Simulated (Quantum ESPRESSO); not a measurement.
Crystal: PbS (Galena).

```
Pb S
1.0
     0.00000    2.96575    2.96575
     2.96575    0.00000    2.96575
     2.96575    2.96575    0.00000
Pb S
1 1
Direct
  0.00000 0.00000 0.00000
  0.50000 0.50000 0.50000
```

Base run:

* Program: Quantum ESPRESSO 7.5
* Functional: BLYP
* Potentials or basis: PseudoDojo 0.4.1 SR PBE standard
* Cutoff: 762 eV
* Density cutoff: 3048 eV
* k mesh: 8 × 8 × 8, shifted
* Occupations: fermi-dirac, width 0.05 eV
* Spin: no spin polarisation

Its results: pressure 6.1 GPa.

Q: The run is repeated on the same cell with these changes: functional from BLYP to PBE; k mesh from 8 × 8 × 8, shifted to 8 × 8 × 8. What comes out?

A: Pressure 2.2 GPa.

Several settings changed at once, so the effect can't be laid on one alone.

Caveats: the potentials were made for another functional, which shifts forces and pressure (some runs); the cell is more than 3 GPa from zero pressure, which shifts response properties (some runs).

Not every run made on this cell is shown here.
